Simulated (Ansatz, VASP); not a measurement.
# GdN: VASP beside Ansatz

```
Gd N
1.0
     0.00000    2.49950    2.49950
     2.49950    0.00000    2.49950
     2.49950    2.49950    0.00000
Gd N
1 1
Cartesian
  2.4995 2.4995 2.4995
  0.0000 0.0000 0.0000
```

Alike in both runs: task single point; functional r2SCAN; k mesh 7 × 7 × 7; occupations gaussian, width 0.05 eV; collinear spin; Hubbard terms Gd f U = 3.0 eV.

```csv
,VASP,Ansatz
version,VASP 6.6.1,Ansatz 0.2.0
potentials or method,"VASP PAW PBE potentials, release 64 (Gd, N)","scalar-relativistic, plane waves, PAW"
plane-wave cutoff (eV),520,500
valence electrons in the cell,23,23
```

```csv
,VASP,Ansatz,Ansatz less VASP
gap on the k mesh at the Fermi level (eV),none,none,-
pressure (GPa),-1.3,-1.4,-0.09
net moment per atom (μB),3.50,3.50,0.000
size of the moment on the site where the two differ most (μB),6.82,6.96,+0.139
```

Site moments also hang on the region over which each program counts them. The programs project onto different local orbitals, so the same U acts differently. A gap of «none» marks a metal or a gap that the smearing closes. Ansatz warned: «filled_band_counts_differ_across_k_points».

Caveats: the PAW data sets were made with another functional, which shifts forces and pressure a little (VASP); spin-orbit coupling is left out, which moves the levels of the heavy elements; a cell with one magnetic atom can't hold antiferromagnetic order, which such compounds often take. The state reached can hang on the start; a lower one may exist.
